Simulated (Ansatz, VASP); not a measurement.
One calculation of CuO, two programs

```
Cu O
1.0
     0.00000    2.11656    2.11656
     2.11656    0.00000    2.11656
     2.11656    2.11656    0.00000
Cu O
1 1
Direct
  0.02950 0.02810 0.90803
  0.47050 0.47190 0.59197
```

The cell comes from a database or a generator and needn't be the stable form of this composition.

Alike in both runs: functional PBEsol; k mesh 11 × 11 × 11; occupations fermi-dirac, width 0.05 eV; no spin polarisation; Hubbard terms Cu d U = 4.5 eV.

|  | VASP | Ansatz |
| --- | --- | --- |
| version | VASP 6.6.1 | Ansatz 0.2.0 |
| potentials or method | VASP PAW PBE potentials, release 64 (Cu, O) | Ansatz PAW |
| plane-wave cutoff (eV) | 520 | 420 |
| valence electrons in the cell | 17 | 25 |
| task | single point | band structure |

```csv
,VASP,Ansatz,Ansatz less VASP
gap on the k mesh at the Fermi level (eV),none,none,-
pressure (GPa),4.6,11.3,+6.74
largest component of the traceless stress (GPa),3.01,4.26,+1.255
rms of the force components (eV/Å),0.461,0.617,+0.1560
```

The programs project onto different local orbitals, so the same U acts differently. Atom by atom the forces differ by 0.156 eV/Å (rms over components). A gap of «none» marks a metal or a gap that the smearing closes. The two sets of potentials don't hold the same shells in valence.

Caveats: an odd number of electrons without spin polarisation forces a metal; a magnetic or distorted state may lie lower; the run has no spin polarisation, though such a crystal can be magnetic; U without spin polarisation on a metal has little footing; the PAW data sets were made with another functional, which shifts forces and pressure a little (VASP); the pressure holds a Pulay correction of +0.8 GPa for the finite cutoff (Ansatz); the PAW data sets come from PBE, with cores solved anew for the run's functional, which leaves a small shift of forces and pressure (Ansatz).
